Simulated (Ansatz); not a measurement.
Crystal: Ta2N.

```
CELL_PARAMETERS angstrom
3.11286 0.00000 0.00000
-1.55643 2.69582 0.00000
0.00000 0.00000 4.86984
ATOMIC_POSITIONS crystal
Ta 0.33333 0.66667 0.25471
Ta 0.66667 0.33333 0.74529
N 0.00000 0.00000 0.00000
```

The cell comes from a database or a generator and needn't be the stable form of this composition.

- Program: Ansatz 0.2.0
- Task: relaxation of cell and atoms
- Functional: r2SCAN
- Dispersion: D3(BJ)
- Potentials or basis: Ansatz PAW
- Cutoff: 500 eV (not typed: the program's choice for these potentials)
- k mesh: 10 × 10 × 6
- Occupations: fermi-dirac, width 0.05 eV
- Spin: no spin polarisation

At the start: volume 13.62 Å³/atom.

Question: How do energy, volume and symmetry change on relaxing?

Answer: It ends after 5 steps and the volume is 13.21 Å³/atom (-3.0 %); space group P-3m1 (No. 164, to 0.05 Å).

Step by step:
| step | energy change (eV) | largest force (eV/Å) | volume (Å³) |
| --- | --- | --- | --- |
| 1 | 0.0000 | 0.1043 | 40.87 |
| 2 | -0.0359 | 0.0069 | 39.98 |
| 3 | -0.0401 | 0.0179 | 39.59 |
| 4 | -0.0401 | 0.0021 | 39.63 |
| 5 | -0.0395 | 0.0016 | 39.63 |

Final structure:
```yaml
crystal:
  lattice:
    - [3.05956, 0.00000, 0.00000]
    - [-1.52978, 2.64965, 0.00000]
    - [0.00000, 0.00000, 4.88889]
  atoms:
    - { symbol: Ta, position: [0.33333, 0.66667, 0.25774] }
    - { symbol: Ta, position: [0.66667, 0.33333, 0.74226] }
    - { symbol: N, position: [0.00000, 0.00000, 0.00000] }
```

Caveat: the plane-wave basis is chosen anew once the cell has moved, so the energies of steps on either side of that aren't comparable; pairwise dispersion overbinds metals, which lowers pressure and volume; the PAW data sets come from PBE, with cores solved anew for the run's functional, which leaves a small shift of forces and pressure; the dispersion damping was fitted for another functional or another form of the correction.
